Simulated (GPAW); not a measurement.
# PbS (Galena) (Fm-3m) in GPAW: settings compared, part 2 of 3

GPAW 26.7.0. The steps go on from the part before.

## Step 3: G0W0 quasiparticle levels, PBE

Contents of run.py:

```python
import json
import numpy as np
from ase import Atoms
from ase.dft.bandgap import bandgap
from ase.io import write
from gpaw import GPAW, PW
from gpaw.response.g0w0 import G0W0

atoms = Atoms(['Pb', 'S'],
              cell=[[0.0, 2.96575, 2.96575],
                    [2.96575, 0.0, 2.96575],
                    [2.96575, 2.96575, 0.0]],
              scaled_positions=[[0.0, 0.0, 0.0],
                                [0.5, 0.5, 0.5]],
              pbc=True)

calc = GPAW(mode=PW(500),
            xc='PBE',
            kpts={'size': (3, 3, 3), 'gamma': True},
            occupations={'name': 'fermi-dirac', 'width': 0.001},
            nbands=19,
            convergence={'density': 1e-06},
            maxiter=150,
            txt='gpaw.txt')
atoms.calc = calc
energy = atoms.get_potential_energy()
calc.write('gs.gpw')
write('result.traj', atoms)
print(f'Energy: {energy:.6f} eV')
print('Fermi level:', round(calc.get_fermi_level(), 4), 'eV')
print(f'Gap: {bandgap(calc)[0]:.4f} eV, direct: {bandgap(calc, direct=True)[0]:.4f} eV')

calc.diagonalize_full_hamiltonian(nbands=221)
calc.write('full.gpw', mode='all')

ibz = calc.get_ibz_k_points()
gap, vbm, cbm = bandgap(calc, output=None)
gap, direct, _ = bandgap(calc, direct=True, output=None)
gamma = int(np.abs(ibz).sum(1).argmin())
kpts = sorted({gamma, vbm[1], cbm[1], direct[1]})
gw = G0W0(calc='full.gpw',
          filename='gw',
          ecut=150,
          ecut_extrapolation=False,
          relbands=(-2, 2),
          kpts=kpts,
          integrate_gamma='WS',
          nbands=217,
          frequencies={'type': 'nonlinear', 'domega0': 0.15, 'omega2': 10},
          eta=0.1,
          xc='rALDA',
          fxc_mode='GWP',
          do_GW_too=True)
gw.calculate()
results = {mode: {key: np.asarray(r[key]).tolist() for key in ['f', 'eps', 'vxc', 'exx', 'sigma', 'Z', 'qp', 'sigma_eskn']}
           for mode, r in gw.all_results.items()}
json.dump({'kpts': ibz[kpts].tolist(), 'results': results}, open('gw.json', 'w'))
for mode, r in results.items():
    f, qp = np.array(r['f']), np.array(r['qp'])
    print(mode, 'quasiparticle energies (eV):')
    print(qp.round(3))
    print(mode, 'gap:', round(qp[f < 0.5].min() - qp[f > 0.5].max(), 4), 'eV')
```

Potentials or basis: GPAW PAW data sets (gpaw-data 1.2.1), pw.

Launch:

```
$ OMP_NUM_THREADS=1 python run.py
```

gpaw.txt:

```text
__  _  _
 | _ |_)|_||  |
 |__||  | ||/\| - 26.7.0

Input parameters:
  mode=PW(ecut=500.0),
  convergence={'density': 1e-06},
  kpts=MonkhorstPack(size=(3, 3, 3), gamma=True),
  maxiter=150,
  nbands=19,
  occupations=Occupations(name='fermi-dirac', width=0.001),
  xc=XC(name='PBE')

Diagonalizing LCAO Hamiltonian
Converting LCAO to pw mode

                S

       Pb

Atoms  # Å, Bohr magnetons
|   | symbol |        x |        y |        z |    initial magnetic moments |
|---|--------|----------|----------|----------|-----------------------------|
| 0 |     Pb | 0.000000 | 0.000000 | 0.000000 | ( 0.0000,  0.0000,  0.0000) |
| 1 |      S | 2.965750 | 2.965750 | 2.965750 | ( 0.0000,  0.0000,  0.0000) |

Unit cell  # Å
| periodic |        x |        y |        z |  lengths |    angles |
|----------|----------|----------|----------|----------|-----------|
|      yes | 0.000000 | 2.965750 | 2.965750 | 4.194204 | 60.000000 |
|      yes | 2.965750 | 0.000000 | 2.965750 | 4.194204 | 60.000000 |
|      yes | 2.965750 | 2.965750 | 0.000000 | 4.194204 | 60.000000 |

Number of symmetries: 48
Symmetry operations  # r_c * U_cc + t_c -> r_c
|    | kind |            matrix            |
|----|------|------------------------------|
|  0 |  σ   |  1, 0, 0,  1, 0,-1,  1,-1, 0 |
|  1 |  C2  |  1, 0, 0,  1,-1, 0,  1, 0,-1 |
|  2 |  E   |  1, 0, 0,  0, 1, 0,  0, 0, 1 |
|  3 |  σ   |  1, 0, 0,  0, 0, 1,  0, 1, 0 |
|  4 |  C4  |  1, 0,-1,  1, 0, 0,  1,-1, 0 |
|  5 |  S6  |  1, 0,-1,  1,-1, 0,  1, 0, 0 |
|  6 |  σ   |  1, 0,-1,  0, 1,-1,  0, 0,-1 |
|  7 |  C3  |  1, 0,-1,  0, 0,-1,  0, 1,-1 |
|  8 |  S6  |  1,-1, 0,  1, 0, 0,  1, 0,-1 |
|  9 |  C4  |  1,-1, 0,  1, 0,-1,  1, 0, 0 |
| 10 |  C3  |  1,-1, 0,  0,-1, 1,  0,-1, 0 |
| 11 |  σ   |  1,-1, 0,  0,-1, 0,  0,-1, 1 |
| 12 |  σ   |  0, 1, 0,  1, 0, 0,  0, 0, 1 |
| 13 |  C4  |  0, 1, 0,  0, 1,-1, -1, 1, 0 |
| 14 |  C3  |  0, 1, 0,  0, 0, 1,  1, 0, 0 |
| 15 |  S6  |  0, 1, 0, -1, 1, 0,  0, 1,-1 |
| 16 |  C2  |  0, 1,-1,  1, 0,-1,  0, 0,-1 |
| 17 |  σ   |  0, 1,-1,  0, 1, 0, -1, 1, 0 |
| 18 |  S4  |  0, 1,-1,  0, 0,-1,  1, 0,-1 |
| 19 |  C4  |  0, 1,-1, -1, 1, 0,  0, 1, 0 |
| 20 |  C3  |  0, 0, 1,  1, 0, 0,  0, 1, 0 |
| 21 |  σ   |  0, 0, 1,  0, 1, 0,  1, 0, 0 |
| 22 |  S6  |  0, 0, 1,  0,-1, 1, -1, 0, 1 |
| 23 |  C4  |  0, 0, 1, -1, 0, 1,  0,-1, 1 |
| 24 |  S4  |  0, 0,-1,  1, 0,-1,  0, 1,-1 |
| 25 |  C3  |  0, 0,-1,  0, 1,-1,  1, 0,-1 |
| 26 |  C2  |  0, 0,-1,  0,-1, 0, -1, 0, 0 |
| 27 |  S6  |  0, 0,-1, -1, 0, 0,  0,-1, 0 |
| 28 |  S4  |  0,-1, 1,  1,-1, 0,  0,-1, 0 |
| 29 |  C4  |  0,-1, 1,  0, 0, 1, -1, 0, 1 |
| 30 |  C2  |  0,-1, 1,  0,-1, 0,  1,-1, 0 |
[... 84 lines left out ...]
    Z:       16.0
    valence: 6
    core:    10
    charge:  0.0  # [|e|]
    compensation charges:
      type: gauss
      rc: 0.24  # [Å]
      lmax: 2
    cutoffs:
      filter: 1.77  # [Å]
      core: 1.66  # [Å]
    projectors
    | kind |    occ | energy [eV] | rcut [Å] |
    |------|--------|-------------|----------|
    |   3s |  2.000 |     -17.254 |    0.974 |
    |   3p |  4.000 |      -7.008 |    0.979 |
    |    s |        |       9.957 |    0.974 |
    |    p |        |      20.203 |    0.979 |
    |    d |        |       0.000 |    0.900 |

    Using partial waves for S as LCAO basis

Reference energy: -578132.083262  # eV

eigensolver:
  PPCG
  Converge bands: occupied
  niter=2

density mixing:
  MSR1-Mixer
  Pratt-step length: 0.05
  Maximum mixing coefficient: 0.75
  Old densities: 10
  SVD Regularization: 0.005
  Good broyden scale: 1.0
  Trust region scale: 1.0
  Backstep threshold: 4.0
  History deletion threshold: 6.0
  Fourier metric: weight=20.0, sigma=0.015

occupation numbers:
  Fermi-Dirac:
    width: 0.0010  # eV

poisson solver:
  ecut: 4000.0  # eV

xc functional:
  name: PBE with 2 nearest neighbor stencil

convergence criteria:
- Maximum integral of absolute [dens]ity change: 1e-06 electrons / valence electron
- Maximum [total energy] change in last 3 cyles: 0.0005 eV / valence electron
- Maximum integral of absolute [eigenst]ate change: 4e-08 eV^2 / valence electron
maximum number of iterations: 150

SCF iterations
|iter     | |      energy | eigst |  dens |
|---------|-|-------------|-------|-------|
|iter:   1| |   -9.494545 | -0.17 |       |
|iter:   2| |   -9.392284 | -1.95 | -1.17 |
|iter:   3| |   -9.082515 | -1.82 | -1.22 |
|iter:   4| |   -9.083885 | -3.73 | -1.83 |
|iter:   5| |   -9.084810c| -4.25 | -2.18 |
|iter:   6| |   -9.084846c| -5.56 | -3.17 |
|iter:   7| |   -9.084852c| -6.53 | -3.63 |
|iter:   8| |   -9.084852c| -7.68c| -4.47 |
|iter:   9| |   -9.084852c| -7.76c| -5.16 |
|iter:  10| |   -9.084852c| -8.67c| -5.65 |
|iter:  11| |   -9.084852c| -9.00c| -6.52c|

Converged in 11 steps
Energy contributions relative to reference atoms: (reference = -578132.083262)

Energy contributions:
  Kinetic:          17.049265
  Coulomb:         -17.718510
  Zero:              0.028224
  External:          0.000000
  Xc:               -8.443831
  Entropy:          -0.000000
  Spinorbit:         0.000000
  ----------------------------
  Free energy:      -9.084852
  Extrapolated:     -9.084852

dipole moment: (-25.031978, -25.031978, -25.031978)  # |e|*Ang

Fermi level: 6.518
Eigenvalues  # (at kpt = [0.000, 0.000, 0.000])
| band index |      eig [eV] | occ [0-2] |
|------------|---------------|-----------|
|          0 |       -10.611 |     2.000 |
|        ... |               |           |
|          2 |       -10.611 |     2.000 |
|          3 |       -10.603 |     2.000 |
|          4 |       -10.603 |     2.000 |
|          5 |        -7.396 |     2.000 |
|          6 |         0.230 |     2.000 |
|          7 |         4.011 |     2.000 |
[... 9 lines left out ...]
|         17 |        15.256 |     0.000 |
|         18 |        15.256 |     0.000 |

Gap: 2.201 eV
Transition (v -> c):
  (s=0, k=3, n=9, [0.33, 0.33, 0.33]) -> (s=0, k=3, n=10, [0.33, 0.33, 0.33])
No difference between direct/indirect transitions
# Writing to gs.gpw (mode='')

Matrix size: 1363x1363
# Writing to full.gpw (mode='all')
```

stdout:

```text
Energy: -9.084852 eV
Fermi level: 6.5179 eV
Gap: 2.2007 eV, direct: 2.2007 eV
IBZ(<points: 4, symmetries: 48>)
Occupied bands: 10
Calculating eigenvalues:
  k-points: 2
  Bands: 8-11 (inclusive)
HSE06-eigenvalue shifts:
  min: -2.977 eV
  ave: 1.004 eV
  max: 5.260 eV
IBZ(<points: 4, symmetries: 48>)
Occupied bands: 10
Calculating eigenvalues:
  k-points: 2
  Bands: 8-11 (inclusive)
HSE06-eigenvalue shifts:
  min: -2.977 eV
  ave: 1.004 eV
  max: 5.260 eV
GWP quasiparticle energies (eV):
[[[ 3.454  3.454 11.414 11.414]
  [ 3.691  4.957  7.622  8.794]]]
GWP gap: 2.6651 eV
GW quasiparticle energies (eV):
[[[ 3.441  3.441 11.566 11.566]
  [ 3.681  5.002  7.72   8.899]]]
GW gap: 2.718 eV
```

gw.w.txt:

```text
NonLinearFrequencyDescriptor(from 0.000 to 161.350 eV, 141 points)
NonLinearFrequencyDescriptor(from 0.000 to 161.350 eV, 141 points)

BZ k-points: Symmetries present (total): 48

27 k-points: 3 x 3 x 3 Monkhorst-Pack grid
4 k-points in the irreducible part of the Brillouin zone
       k-points in crystal coordinates                weights
[... 139 lines left out ...]
   8   1.000   4.277 -14.883 -17.659   1.945  -0.419   0.705   3.691
   9   1.000   5.481 -15.177 -16.353   0.460  -0.368   0.731   4.957
  10   0.000   7.681 -12.551  -9.107  -3.522  -0.310   0.763   7.622
  11   0.000   8.747 -12.367  -8.397  -3.906  -0.346   0.743   8.794
                                                                   GW
   8   1.000   4.277 -14.883 -17.659   1.948  -0.390   0.720   3.681
   9   1.000   5.481 -15.177 -16.353   0.525  -0.359   0.736   5.002
  10   0.000   7.681 -12.551  -9.107  -3.392  -0.342   0.745   7.720
  11   0.000   8.747 -12.367  -8.397  -3.770  -0.315   0.760   8.899
```

Wall time 13 min (1 thread of Arm Neoverse V1, shared host); peak memory 1.6 GiB.

The run converged, but some of its settings lie outside the range that counts as converged, so its numbers aren't taken as properties of the crystal.

Results:

* Free energy: -9.0849 eV

Caveat: the k mesh is coarse (spacing up to 0.61 Å⁻¹), so the values aren't converged; the k mesh is too small for a converged quasiparticle gap; this odd mesh misses L, where the gap lies, so gap, dielectric constants and Born charges aren't listed; the long-wavelength limit can be off by a per cent or two.

(Part 2 of 3 ends here.)
